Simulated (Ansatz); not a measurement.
Reaction (formal exchange of groups at the In–N bond): `C[N](C)[In]([OH])[F]` + acetone → `[CH3][In]([OH])[F]` + dimethylacetamide

Gas-phase electronic energies from Ansatz, PBE0-D4/def2-TZVP geometries. CBS: MP2 limit from def2 TZ/QZ plus the TZ coupled-cluster correction, frozen cores. DFT in def2-TZVPP. B3LYP here is the variant with VWN-RPA as its local correlation; programs differ in this. def2 core potentials past Kr. For In outer-core shells are correlated without core-valence functions, which leaves a few kJ/mol of doubt a bond. Each species was taken in one conformer, which may not be the lowest.

`C[N](C)[In]([OH])[F]`:

Z-matrix (Å, degrees):
```
C
N 1 1.442
H 1 1.092 2 111.1
H 1 1.099 2 110.6 3 -119.5
H 1 1.101 2 112.1 3 120.8
C 2 1.441 1 113.8 3 -180.0
In 2 1.984 1 121.3 3 -13.5
H 6 1.100 2 110.6 1 -59.5
H 6 1.092 2 111.4 1 -178.9
H 6 1.101 2 112.3 1 60.1
O 7 1.966 2 130.7 1 -175.9
F 7 1.958 2 115.9 1 9.0
H 11 0.961 7 110.7 2 -176.1
```

`CC(C)=O`:

Z-matrix (Å, degrees):
```
C
C 1 1.506
H 1 1.093 2 110.6
H 1 1.094 2 109.7 3 117.5
H 1 1.088 2 110.1 3 -121.9
C 2 1.506 1 116.4 3 -53.2
O 2 1.206 1 121.8 3 126.8
H 6 1.093 2 110.6 1 -53.3
H 6 1.094 2 109.7 1 64.2
H 6 1.088 2 110.1 1 -175.2
```

`[CH3][In]([OH])[F]`:

Z-matrix (Å, degrees):
```
C
In 1 2.126
H 1 1.090 2 109.6
H 1 1.088 2 108.5 3 120.0
H 1 1.090 2 109.7 3 -119.9
O 2 1.973 1 135.6 3 61.7
F 2 1.952 1 118.5 3 -118.3
H 6 0.960 2 113.5 1 0.0
```

`CC(=O)N(C)C`:

```xyz
15

C    -1.698   -0.299    1.039
C    -0.215   -0.564    0.913
O     0.362   -1.255    1.733
N     0.437   -0.001   -0.144
C     1.850   -0.232   -0.305
C    -0.175    0.820   -1.153
H    -2.043   -0.824    1.926
H    -2.251   -0.664    0.171
H    -1.911    0.767    1.150
H     2.194   -0.864    0.510
H     2.053   -0.729   -1.260
H     2.399    0.715   -0.289
H    -1.234    0.964   -0.957
H     0.302    1.805   -1.190
H    -0.070    0.361   -2.143
```

```
             level  ΔE (kJ/mol)  difference from CCSD(T)/CBS
            PBE-D4        -66.5                        -18.6
         r2SCAN-D4        -65.6                        -17.7
          B3LYP-D4        -59.6                        -11.7
           ωB97X-V        -56.5                         -8.6
           ωB97M-V        -58.8                        -10.9
            B2PLYP        -55.8                         -7.9
               PBE        -65.5                        -17.6
            r2SCAN        -65.2                        -17.3
             B3LYP        -58.3                        -10.4
     HF/def2-TZVPP        -43.8                          4.1
SCS-MP2/def2-TZVPP        -48.6                         -0.7
CCSD(T)/def2-TZVPP        -51.5                         -3.6
SCS-MP2/def2-QZVPP        -46.2                          1.7
      HF/CBS(def2)        -42.6                          5.3
     MP2/CBS(def2)        -51.9                         -4.0
    CCSD/CBS(def2)        -45.5                          2.4
       CCSD(T)/CBS        -47.9                            0
```

Largest T1 diagnostic among the species: 0.016.

In def2-TZVPP, CCSD(T) changes the Hartree–Fock value by −7.8 kJ/mol (the triples alone add −2.4 kJ/mol) and MP2 by −11.7 kJ/mol.

CCSD(T)/CBS has its own doubt, a few kJ/mol and more with outer-core shells, so smaller differences from it don't rank the levels.
